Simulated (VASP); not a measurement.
Crystal: Ge.

```
Ge
1.0
     0.00000    5.65782    5.65782
     5.65782    0.00000    5.65782
     5.65782    5.65782    0.00000
Ge
16
Direct
  0.00000 0.00000 0.00000
  0.00000 0.00000 0.50000
  0.00000 0.50000 0.00000
  0.00000 0.50000 0.50000
  0.50000 0.00000 0.00000
  0.50000 0.00000 0.50000
  0.50000 0.50000 0.00000
  0.50000 0.50000 0.50000
  0.12500 0.12500 0.12500
  0.12500 0.12500 0.62500
  0.12500 0.62500 0.12500
  0.12500 0.62500 0.62500
  0.62500 0.12500 0.12500
  0.62500 0.12500 0.62500
  0.62500 0.62500 0.12500
  0.62500 0.62500 0.62500
```

* Program: VASP 6.6.1
* Task: phonon dispersion
* Functional: PBE
* Potentials or basis: VASP PAW PBE potentials, release 64 (Ge_d)
* Cutoff: 520 eV
* k mesh: 3 × 3 × 3
* Occupations: gaussian, width 0.03 eV
* Spin: no spin polarisation
* Long-range dipole term: no
* Supercell matrix: [2, 0, 0, 0, 2, 0, 0, 0, 2]
* Further INCAR settings: LREAL = Auto; ALGO = Normal; EDIFF = 1e-07; IBRION = 6; POTIM = 0.015; NSW = 1

Is this structure dynamically stable at this level, and how far does the spectrum reach?

Yes, as far as this q mesh shows: no mode on the path is imaginary. The highest frequency is 285 cm⁻¹.

Phonon frequencies at the corners of the path (cm⁻¹, interpolated; i marks imaginary ones):
```
point              frequencies
    Γ        0 0 0 254 254 254
    X    72 72 237 237 271 271
    W  109 109 221 221 278 278
    K   71 123 216 231 277 280
    L    57 57 215 239 285 285
    U   71 123 216 231 277 280
```

A q mesh this small can miss soft modes between its points.
